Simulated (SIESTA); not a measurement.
**GaP under changes of volume**

One of the cells (20.240 Å³/atom); the others are scaled copies at fixed shape and fractional positions:

```
CELL_PARAMETERS angstrom
0.00000 2.72525 2.72525
2.72525 0.00000 2.72525
2.72525 2.72525 0.00000
ATOMIC_POSITIONS crystal
Ga 0.00000 0.00000 0.00000
P 0.75000 0.75000 0.75000
```

- Program: SIESTA 5.4.2
- Functional: PBE
- Potentials or basis: PseudoDojo 0.4 standard (PBE files)
- Basis: DZP (energy shift 0.003 Ry; two zetas on semicore shells)
- Grid cutoff: 800 Ry
- Energy shift: 0.003 Ry
- k mesh: 8 × 8 × 8
- Occupations: fermi-dirac, width 0.05 eV
- Spin: no spin polarisation

| volume (Å³/atom) | energy over the lowest point (meV/atom) | pressure (GPa) | gap on the mesh (eV) |
| --- | --- | --- | --- |
| 19.026 | 53.35 | 9.5 | 1.52 |
| 19.431 | 32.33 | 7.2 | 1.57 |
| 19.836 | 17.03 | 5.0 | 1.61 |
| 20.240 | 6.88 | 3.1 | 1.64 |
| 20.645 | ? | ? | ? |
| 21.050 | 0.00 | -0.1 | 1.58 |
| 21.455 | 2.12 | -1.5 | 1.50 |

**Question.** What does the run at 20.645 Å³/atom give?

**Answer.** Energy over the lowest point 1.29 meV/atom; pressure 1.4 GPa; gap on the mesh 1.63 eV.

Worked out: A Birch-Murnaghan fit of order 3 (a polynomial in V^(-2/3)) to the other rows has its minimum at 21.00 Å³/atom with B0 = V·E''(V) = 76 GPa and B' = 5.0. It gives 1.40 meV/atom at 20.645 Å³/atom, against the run's 1.29, and -dE/dV = 1.3 GPa, against 1.4. A parabola through the other rows of the gap, of slope -1.48 eV per unit of ln V there, gives 1.61 eV, against the run's 1.63.

Energies are extrapolated to zero smearing.

Caveats: the basis of atomic orbitals isn't converged, which shifts pressures, moduli and gaps.

A mesh can miss the band edges. Spin-orbit coupling on Ga is left out.
